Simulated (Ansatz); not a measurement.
Pressure against volume in CaO

The cell was reached from a generator's guess, though it ends in a space group that the Crystallography Open Database lists for this formula.

The calculation used Ansatz, DFT PBE, scalar-relativistic, plane waves, PAW. Settings of the last relaxation (2-atom cell): 420 eV, 8×8×8 k points, Gaussian smearing of 0.02 eV, no spin polarisation.

```cif
data_structure
_symmetry_space_group_name_H-M 'P 1'
_symmetry_Int_Tables_number 1
_cell_length_a 3.4162
_cell_length_b 3.4162
_cell_length_c 3.4162
_cell_angle_alpha 60.000
_cell_angle_beta 60.000
_cell_angle_gamma 60.000
_cell_volume 28.19
loop_
_atom_site_label
_atom_site_type_symbol
_atom_site_fract_x
_atom_site_fract_y
_atom_site_fract_z
_atom_site_occupancy
Ca1 Ca 0.00000 0.00000 0.00000 1
O1 O 0.50000 0.50000 0.50000 1
```

The cell was set to several volumes, with shape and atoms relaxed at each where symmetry leaves them free. Pressure is positive in compression, and energies count from the lowest row.

| row | V (Å³/atom) | P (GPa) | ΔE (meV/atom) | gap on mesh (eV) |
| --- | --- | --- | --- | --- |
| 1 | 12.404 | 17.75 | 83.4 | 3.59 |
| 2 | 12.827 | 12.16 | 44.2 | 3.62 |
| 3 | 13.250 | ? | ? | ? |
| 4 | 13.673 | 3.40 | 4.4 | 3.65 |
| 5 | 14.096 | -0.03 | 0.0 | 3.66 |
| 6 | 14.519 | -2.95 | 4.1 | 3.66 |
| 7 | 14.941 | -5.44 | 15.2 | 3.66 |
| 8 | 15.505 | -8.19 | 39.3 | 3.65 |

Problem. Find B = −V·ΔP/ΔV from rows 4 and 6 and from rows 1 and 2, and from the two its slope B′ and its value B0 at zero pressure.

Solution. Rows 4 and 6 give −(13.673 + 14.519)/2 × (-2.95 − (3.40))/(14.519 − 13.673) = 105.8 GPa at a mean pressure of 0.22 GPa. Rows 1 and 2 give −(12.404 + 12.827)/2 × (12.16 − (17.75))/(12.827 − 12.404) = 166.7 GPa at a mean pressure of 14.96 GPa. So B′ = (166.7 − 105.8)/(14.96 − (0.22)) = 4.13 and B0 = 105.8 − 4.13 × (0.22) = 104.9 GPa. A third-order Birch–Murnaghan fit to all the energies gives B0 = 105.3 GPa and B′ = 4.3.

Problem. Estimate the pressure and energy of row 3.

Solution. From row 5, V0 = 14.096 × (1 + (-0.03)/104.9) = 14.092 Å³/atom. Murnaghan's form P = (B0/B′)·[(V0/V)^B′ − 1] gives (104.9/4.13) × [(14.092/13.250)^4.13 − 1] = 7.36 GPa; the computed pressure is 7.43 GPa, so the estimate is off by -0.07 GPa. The work of compression from row 4, with the mean of the two pressures, gives ΔE = 4.4 + (7.36 + 3.40)/2 × (13.673 − 13.250)/160.2 × 1000 = 18.6 meV/atom (1 eV/Å³ = 160.2 GPa); the computed value is 18.5 meV/atom.

Problem. Fit the gap against pressure through the other rows and estimate it at the computed pressure of row 3.

Solution. Over the 7 rows the mean pressure is 2.3857 GPa and the mean gap is 3.641 eV. The sums of products of deviations are S_xx = 540 and S_xy = -1.371, so the slope is -1.371/540 = -0.002539 (r = -0.90, rms misfit 0.01 eV). At 7.43 GPa the line gives 3.641 + (-0.002539) × (7.43 − 2.3857) = 3.63 eV. The computed value is 3.64 eV, so the line is off by -0.01 eV, no more than the largest miss among the fitted rows (0.02 eV). The rows follow a line poorly: the gap bends, or the lowest transition changes along the series.

Kohn–Sham gaps at this level usually fall short of measured ones. All volumes keep the k mesh of the relaxed cell. A later test with randomly moved atoms came back to the same energy, though modes that don't fit the test's cell weren't probed.
